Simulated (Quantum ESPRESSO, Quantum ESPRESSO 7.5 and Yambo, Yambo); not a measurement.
# A GW chain in Yambo: BP (F-43m)

Aim: the G0W0 gap of BP (F-43m) on PBE, step by step.

Main program and level: Quantum ESPRESSO 7.5 and Yambo 5.3.0; PBE and many-body steps on it, plane waves.

## (1) Set-up

Symmetry: F-43m, No. 216, cubic system. Conventional cell: a = 4.538 Å, b = 4.538 Å, c = 4.538 Å, α = 90.00°, β = 90.00°, γ = 90.00°. Nearest to B lie 4 P at 1.97 Å. Nearest to P lie 4 B at 1.97 Å. Farther neighbours are not listed.

The cell and positions come from the Crystallography Open Database and are kept as given unless a step says otherwise.

## (2) Ground state

This step: Quantum ESPRESSO 7.5; DFT, PBE, plane waves, norm-conserving pseudopotentials.

The ground-state density comes first.

File pw.in:

```
&control
  calculation = 'scf'
  prefix = 'x'
  outdir = 'o'
  pseudo_dir = 'pseudo'
/
&system
  ibrav = 0
  nat = 2
  ntyp = 2
  ecutwfc = 68.0
  nbnd = 9
  force_symmorphic = .true.
/
&electrons
  conv_thr = 1e-10
  electron_maxstep = 80
  mixing_beta = 0.5
/
ATOMIC_SPECIES
  B 10.81 B.upf
  P 30.974 P.upf
CELL_PARAMETERS angstrom
  0.0000000000 2.2690000000 2.2690000000
  2.2690000000 0.0000000000 2.2690000000
  2.2690000000 2.2690000000 0.0000000000
ATOMIC_POSITIONS crystal
  B 0.0000000000 0.0000000000 0.0000000000
  P 0.2500000000 0.2500000000 0.2500000000
K_POINTS automatic
  8 8 8 0 0 0
```

The run is started by

```sh
$ OMP_NUM_THREADS=1 mpirun -n 4 pw.x -nk 4 -in pw.in > pw.out
```

What it wrote:

```text
Program PWSCF v.7.5 starts

     This program is part of the open-source Quantum ESPRESSO suite
     for quantum simulation of materials; please cite
         "P. Giannozzi et al., J. Phys.:Condens. Matter 21 395502 (2009);
         "P. Giannozzi et al., J. Phys.:Condens. Matter 29 465901 (2017);
         "P. Giannozzi et al., J. Chem. Phys. 152 154105 (2020);
     in publications or presentations arising from this work. More details at
     Message from routine setup:
     using ibrav=0 with symmetry is DISCOURAGED, use correct ibrav instead

     G-vector sticks info

     bravais-lattice index     =            0
     lattice parameter (alat)  =       6.0638  a.u.
     unit-cell volume          =     157.6631 (a.u.)^3
     number of atoms/cell      =            2
     number of atomic types    =            2
     number of electrons       =         8.00
     number of Kohn-Sham states=            9
     kinetic-energy cutoff     =      68.0000  Ry
     charge density cutoff     =     272.0000  Ry
     scf convergence threshold =      1.0E-10
     mixing beta               =       0.5000
     number of iterations used =            8  plain     mixing
     Exchange-correlation= PBE
                           (   1   4   3   4   0   0   0)

     celldm(1)=   6.063849  celldm(2)=   0.000000  celldm(3)=   0.000000
     celldm(4)=   0.000000  celldm(5)=   0.000000  celldm(6)=   0.000000

     crystal axes: (cart. coord. in units of alat)
               a(1) = (   0.000000   0.707107   0.707107 )
               a(2) = (   0.707107   0.000000   0.707107 )
               a(3) = (   0.707107   0.707107   0.000000 )

     reciprocal axes: (cart. coord. in units 2 pi/alat)
               b(1) = ( -0.707107  0.707107  0.707107 )
               b(2) = (  0.707107 -0.707107  0.707107 )
               b(3) = (  0.707107  0.707107 -0.707107 )
     Pseudo is Norm-conserving + core correction, Zval =  3.0
     Generated using ONCVPSP code by D. R. Hamann
     Using radial grid of 1534 points,  4 beta functions with:
     Pseudo is Norm-conserving + core correction, Zval =  5.0
     Generated using ONCVPSP code by D. R. Hamann
     Using radial grid of 1298 points,  6 beta functions with:
     B                 3.00    10.81000     B ( 1.00)
     P                 5.00    30.97400     P ( 1.00)

     24 Sym. Ops. (no inversion) found

   Cartesian axes

     site n.     atom                  positions (alat units)
         1        B      tau(   1) = (   0.0000000   0.0000000   0.0000000  )
         2        P      tau(   2) = (   0.3535534   0.3535534   0.3535534  )

     number of k points=    29
                       cart. coord. in units 2pi/alat
        k(    1) = (   0.0000000   0.0000000   0.0000000), wk =   0.0039062
        k(    2) = (   0.0883883   0.0883883  -0.0883883), wk =   0.0312500
        k(    3) = (   0.1767767   0.1767767  -0.1767767), wk =   0.0312500
        k(    4) = (   0.2651650   0.2651650  -0.2651650), wk =   0.0312500
        k(    5) = (  -0.3535534  -0.3535534   0.3535534), wk =   0.0156250
        k(    6) = (   0.1767767   0.0000000   0.0000000), wk =   0.0234375
        k(    7) = (   0.2651650   0.0883883  -0.0883883), wk =   0.0937500
        k(    8) = (   0.3535534   0.1767767  -0.1767767), wk =   0.0937500
        k(    9) = (  -0.2651650  -0.4419417   0.4419417), wk =   0.0937500
        k(   10) = (  -0.1767767  -0.3535534   0.3535534), wk =   0.0937500
     [... 17 further rows ...]
        k(   28) = (  -0.7071068   0.1767767  -0.0000000), wk =   0.0468750
        k(   29) = (  -0.7071068   0.3535534   0.0000000), wk =   0.0234375

     Dense  grid:    11935 G-vectors     FFT dimensions: (  32,  32,  32)

     Initial potential from superposition of free atoms

     starting charge       7.9996, renormalised to       8.0000
     Starting wfcs are    8 randomized atomic wfcs +    1 random wfcs

     per-process dynamical memory:    12.4 Mb

     Self-consistent Calculation

     iteration #  1     ecut=    68.00 Ry     beta= 0.50

     total energy              =     -19.77114222 Ry
     estimated scf accuracy    <       0.15770016 Ry

     iteration #  2     ecut=    68.00 Ry     beta= 0.50

     total energy              =     -19.79268531 Ry
     estimated scf accuracy    <       0.01086019 Ry

     iteration #  3     ecut=    68.00 Ry     beta= 0.50

     total energy              =     -19.79331022 Ry
     estimated scf accuracy    <       0.00186359 Ry

     iteration #  4     ecut=    68.00 Ry     beta= 0.50

     total energy              =     -19.79346775 Ry
     estimated scf accuracy    <       0.00003488 Ry

     iteration #  5     ecut=    68.00 Ry     beta= 0.50

     total energy              =     -19.79347979 Ry
     estimated scf accuracy    <       0.00000918 Ry

     iteration #  6     ecut=    68.00 Ry     beta= 0.50

     total energy              =     -19.79348110 Ry
     estimated scf accuracy    <       0.00000002 Ry

     iteration #  7     ecut=    68.00 Ry     beta= 0.50

     total energy              =     -19.79348116 Ry
     estimated scf accuracy    <       0.00000001 Ry

     iteration #  8     ecut=    68.00 Ry     beta= 0.50

     total energy              =     -19.79348116 Ry
     estimated scf accuracy    <          3.1E-10 Ry

     iteration #  9     ecut=    68.00 Ry     beta= 0.50

     End of self-consistent calculation

          k = 0.0000 0.0000 0.0000 (  1459 PWs)   bands (ev):

    -6.2179   9.2413   9.2413   9.2413  12.6481  12.6481  12.6481  16.5991
    20.7643

          k = 0.0884 0.0884-0.0884 (  1462 PWs)   bands (ev):

    -5.9368   7.3894   8.8139   8.8139  13.1769  13.2379  13.2379  17.3901
    20.4104

          k = 0.1768 0.1768-0.1768 (  1477 PWs)   bands (ev):

    -5.1124   4.3986   8.1252   8.1252  13.2405  14.0061  14.0061  18.8438
    20.1611

          k = 0.2652 0.2652-0.2652 (  1483 PWs)   bands (ev):

     [... further k-points ...]

     highest occupied, lowest unoccupied level (ev):     9.2413   10.5218

!    total energy              =     -19.79348116 Ry
     estimated scf accuracy    <          6.7E-12 Ry

     The total energy is the sum of the following terms:
     one-electron contribution =       6.57260983 Ry
     hartree contribution      =       1.26167595 Ry
     xc contribution           =      -6.64452740 Ry
     ewald contribution        =     -20.98323954 Ry

     convergence has been achieved in   9 iterations

     XML data file, charge density, pseudopotentials, collected wavefunctions

=------------------------------------------------------------------------------=
   JOB DONE.
=------------------------------------------------------------------------------=
```

It took 2 s on 4 MPI ranks of Arm Neoverse V1, shared host; peak memory 0.16 GiB.

Numbers from this step:

- total energy: -269.3040 eV
- gap: 1.281 eV
- k of the valence top: 0, 0, 0
- k of the conduction bottom: 0, 0.375, 0.375
- least direct gap: 3.407 eV

The gap is indirect, with the least direct gap 2.13 eV higher.

## (3) Bands along the symmetry lines

Levels along a band path, at the cheap level, show where the edges lie and whether the meshes to come will hold them.

File pw.in:

```
&control
  calculation = 'bands'
  prefix = 'x'
  outdir = 'o'
  pseudo_dir = 'pseudo'
/
&system
  ibrav = 0
  nat = 2
  ntyp = 2
  ecutwfc = 68.0
  nbnd = 10
  force_symmorphic = .true.
/
&electrons
  conv_thr = 1e-9
  electron_maxstep = 80
  diago_full_acc = .true.
  diago_thr_init = 5e-6
/
ATOMIC_SPECIES
  B 10.81 B.upf
  P 30.974 P.upf
CELL_PARAMETERS angstrom
  0.0000000000 2.2690000000 2.2690000000
  2.2690000000 0.0000000000 2.2690000000
  2.2690000000 2.2690000000 0.0000000000
ATOMIC_POSITIONS crystal
  B 0.0000000000 0.0000000000 0.0000000000
  P 0.2500000000 0.2500000000 0.2500000000
K_POINTS crystal
  50
  0.00000000 0.00000000 0.00000000 1
  -0.06250000 -0.06250000 0.00000000 1
  -0.12500000 -0.12500000 0.00000000 1
  -0.18750000 -0.18750000 0.00000000 1
  -0.25000000 -0.25000000 0.00000000 1
  -0.31250000 -0.31250000 0.00000000 1
  -0.37500000 -0.37500000 0.00000000 1
  -0.43750000 -0.43750000 0.00000000 1
  -0.50000000 -0.50000000 0.00000000 1
  -0.48437500 -0.48437500 0.03125000 1
  -0.46875000 -0.46875000 0.06250000 1
  -0.45312500 -0.45312500 0.09375000 1
  -0.43750000 -0.43750000 0.12500000 1
  -0.42187500 -0.42187500 0.15625000 1
  -0.40625000 -0.40625000 0.18750000 1
  -0.39062500 -0.39062500 0.21875000 1
  -0.37500000 -0.37500000 0.25000000 1
  -0.37500000 0.00000000 0.37500000 1
  -0.32812500 0.00000000 0.32812500 1
  -0.28125000 0.00000000 0.28125000 1
  -0.23437500 0.00000000 0.23437500 1
  -0.18750000 0.00000000 0.18750000 1
  -0.14062500 0.00000000 0.14062500 1
  -0.09375000 0.00000000 0.09375000 1
  -0.04687500 0.00000000 0.04687500 1
  0.00000000 0.00000000 0.00000000 1
  0.00000000 0.00000000 0.06250000 1
  0.00000000 0.00000000 0.12500000 1
  0.00000000 0.00000000 0.18750000 1
  0.00000000 0.00000000 0.25000000 1
  0.00000000 0.00000000 0.31250000 1
  0.00000000 0.00000000 0.37500000 1
  0.00000000 0.00000000 0.43750000 1
  0.00000000 0.00000000 0.50000000 1
  -0.06250000 -0.03125000 0.46875000 1
  -0.12500000 -0.06250000 0.43750000 1
  -0.18750000 -0.09375000 0.40625000 1
  -0.25000000 -0.12500000 0.37500000 1
  -0.31250000 -0.15625000 0.34375000 1
  -0.37500000 -0.18750000 0.31250000 1
  -0.43750000 -0.21875000 0.28125000 1
  -0.50000000 -0.25000000 0.25000000 1
  -0.50000000 -0.28125000 0.21875000 1
  -0.50000000 -0.31250000 0.18750000 1
  -0.50000000 -0.34375000 0.15625000 1
  -0.50000000 -0.37500000 0.12500000 1
  -0.50000000 -0.40625000 0.09375000 1
  -0.50000000 -0.43750000 0.06250000 1
  -0.50000000 -0.46875000 0.03125000 1
  -0.50000000 -0.50000000 0.00000000 1
```

What it wrote:

```text
[banner, memory and clock lines left out]
Program PWSCF v.7.5 starts

     Atomic positions and unit cell read from directory:
     o/x.save/

     Message from routine setup:
     using ibrav=0 with symmetry is DISCOURAGED, use correct ibrav instead

     G-vector sticks info

     bravais-lattice index     =            0
     lattice parameter (alat)  =       6.0638  a.u.
     unit-cell volume          =     157.6631 (a.u.)^3
     number of atoms/cell      =            2
     number of atomic types    =            2
     number of electrons       =         8.00
     number of Kohn-Sham states=           10
     kinetic-energy cutoff     =      68.0000  Ry
     charge density cutoff     =     272.0000  Ry
     Exchange-correlation= PBE
                           (   1   4   3   4   0   0   0)

     celldm(1)=   6.063849  celldm(2)=   0.000000  celldm(3)=   0.000000
     celldm(4)=   0.000000  celldm(5)=   0.000000  celldm(6)=   0.000000

     crystal axes: (cart. coord. in units of alat)
               a(1) = (   0.000000   0.707107   0.707107 )
               a(2) = (   0.707107   0.000000   0.707107 )
               a(3) = (   0.707107   0.707107   0.000000 )

     reciprocal axes: (cart. coord. in units 2 pi/alat)
               b(1) = ( -0.707107  0.707107  0.707107 )
               b(2) = (  0.707107 -0.707107  0.707107 )
               b(3) = (  0.707107  0.707107 -0.707107 )
     Pseudo is Norm-conserving + core correction, Zval =  3.0
     Generated using ONCVPSP code by D. R. Hamann
     Using radial grid of 1534 points,  4 beta functions with:
     Pseudo is Norm-conserving + core correction, Zval =  5.0
     Generated using ONCVPSP code by D. R. Hamann
     Using radial grid of 1298 points,  6 beta functions with:
     B                 3.00    10.81000     B ( 1.00)
     P                 5.00    30.97400     P ( 1.00)

     24 Sym. Ops. (no inversion) found

   Cartesian axes

     site n.     atom                  positions (alat units)
         1        B      tau(   1) = (   0.0000000   0.0000000   0.0000000  )
         2        P      tau(   2) = (   0.3535534   0.3535534   0.3535534  )

     number of k points=    50
                       cart. coord. in units 2pi/alat
        k(    1) = (   0.0000000   0.0000000   0.0000000), wk =   0.0400000
        k(    2) = (   0.0000000   0.0000000  -0.0883883), wk =   0.0400000
        k(    3) = (   0.0000000   0.0000000  -0.1767767), wk =   0.0400000
[...]
[... 38 further rows ...]
        k(   49) = (   0.0441942  -0.0000000  -0.7071068), wk =   0.0400000
        k(   50) = (   0.0000000   0.0000000  -0.7071068), wk =   0.0400000

     Dense  grid:    11935 G-vectors     FFT dimensions: (  32,  32,  32)

     The potential is recalculated from file :
     o/x.save/charge-density

     Starting wfcs are    8 randomized atomic wfcs +    2 random wfcs

     Band Structure Calculation

     End of band structure calculation

          k = 0.0000 0.0000 0.0000 (  1459 PWs)   bands (ev):

    -6.2179   9.2413   9.2413   9.2413  12.6481  12.6481  12.6481  16.5991
    20.7644  21.2875

          k = 0.0000 0.0000-0.0884 (  1463 PWs)   bands (ev):

    -6.1239   8.8552   8.8552   8.9160  12.4613  13.1377  13.1377  16.8310
    20.4537  21.0804

          k = 0.0000 0.0000-0.1768 (  1479 PWs)   bands (ev):

    -5.8428   8.0619   8.0673   8.0673  12.0247  14.2316  14.2317  16.8414
    19.5890  21.6861

          k =-0.0000 0.0000-0.2652 (  1479 PWs)   bands (ev):

[...]
k = 0.0000 0.0000-0.3536 (  1491 PWs)   bands (ev):

[...]
k = 0.0000-0.0000-0.4419 (  1495 PWs)   bands (ev):

[...]
k =-0.0000 0.0000-0.5303 (  1504 PWs)   bands (ev):

[...]
k = 0.0000-0.0000-0.6187 (  1508 PWs)   bands (ev):

[...]
k = 0.5303-0.0000-0.5303 (  1494 PWs)   bands (ev):

[...]
k = 0.0000 0.0000 0.0000 (  1459 PWs)   bands (ev):

[...]
k = 0.1326 0.0000-0.7071 (  1510 PWs)   bands (ev):

[...]
k = 0.0884-0.0000-0.7071 (  1502 PWs)   bands (ev):

[...]
k = 0.0442-0.0000-0.7071 (  1516 PWs)   bands (ev):

    -1.3562   0.6783   5.0593   5.0629  10.7031  11.0325  21.1737  21.2770
    24.2024  25.4788

          k = 0.0000 0.0000-0.7071 (  1524 PWs)   bands (ev):

    -1.3655   0.6632   5.1277   5.1277  10.5886  10.9084  21.3078  21.3078
    24.4515  25.7231

     XML data file, pseudopotentials, collected wavefunctions
```

It took 1.7 s on 4 MPI ranks; peak memory 0.05 GiB; 6.6 s of CPU time.

Numbers from this step:

| Item | Value |
| --- | --- |
| gap | 1.260 eV |
| k of the valence top | 0, 0, 0 |
| k of the conduction bottom | -0.4375, -0.4375, 0 |
| least direct gap | 3.407 eV |

The gap is 1.260 eV, −0.021 eV from the run before at this level.

The electronic bands at the labelled points (eV, zero at the top of the highest filled band; v1 is the highest filled band, c1 the lowest empty one):

```csv
point,v4,v3,v2,v1,c1,c2,c3,c4
Γ,-15.46,0.00,0.00,0.00,3.41,3.41,3.41,7.36
halfway,-13.98,-3.69,-2.73,-2.73,1.82,4.96,7.71,7.71
X,-10.61,-8.58,-4.11,-4.11,1.35,1.67,12.07,12.07
halfway,-10.55,-8.46,-5.05,-3.96,1.65,3.01,11.32,11.62
U,-10.61,-8.16,-6.22,-3.50,2.16,6.00,9.71,10.59
jump to K,-10.61,-8.16,-6.22,-3.50,2.16,6.00,9.71,10.59
halfway,-13.81,-4.91,-3.87,-1.08,4.56,5.09,6.13,8.30
Γ,-15.46,0.00,0.00,0.00,3.41,3.41,3.41,7.36
halfway,-14.35,-4.84,-1.12,-1.12,4.00,4.76,4.76,9.60
L,-12.14,-9.03,-1.76,-1.76,3.78,4.72,4.72,10.13
halfway,-11.48,-8.44,-4.52,-3.11,4.19,5.20,8.29,9.77
W,-10.33,-8.05,-5.67,-5.47,5.33,6.77,7.23,7.45
halfway,-10.48,-8.36,-4.93,-4.86,2.90,3.37,10.21,10.99
X,-10.61,-8.58,-4.11,-4.11,1.35,1.67,12.07,12.07
```

The electronic bands as a text plot (rows in eV, shown from -8.0 to 7.3 only):

```
    6.9 |                   ++++                     +    +
    6.3 |    +            +   +++                       ++
    5.7 |                                           +  +   +
    5.0 |  ++ ++         +      +++         +++++ +++++ +++++
    4.4 |                       +++++      +     +++ +++    +
    3.8 | +     ++      +     ++   +++  +++++++++++++
    3.1 |++            +    ++        ++                     +
    2.5 |  +++    +        +                                  +
    1.9 |     ++   ++++++++                                    ++
    1.2 |       +++++++                                         +
    0.6 |
   -0.1 |**                        ******
   -0.7 | *                      **  *  ****
   -1.3 |  **                   *  **       ****
   -2.0 |    *                **   **    **     *****
   -2.6 |    ***            **   **                 **
   -3.2 |       **        **     **        *          *
   -3.9 |     **  ********      *                    * *        *
   -4.5 |             *                               * *     **
   -5.1 |       **     **     ***           *          * * ***
   -5.8 |                *  **                          ****
   -6.4 |         *       **  **             **
   -7.0 |                   **
   -7.7 |          **      *                   *
         Γ           X  U|K            Γ         L        W     X
```

[end of part 1 of 3]

[Paths, hosts, dates, memory and timing lines, banners, echoed tables and standing remarks are left out of the program output.]

[Logs are printed without paths, hosts, clocks, repeated set-up lines and the standing remarks that a program may print on its own settings, such as how far it seeks lower states.]

[Runs of the session that timed out or met a known fault of the program may be left out.]

[Hosts, paths, dates, database ids (printed as entryN), source tags and the programs' standing remarks are cut or masked in the printed files.]
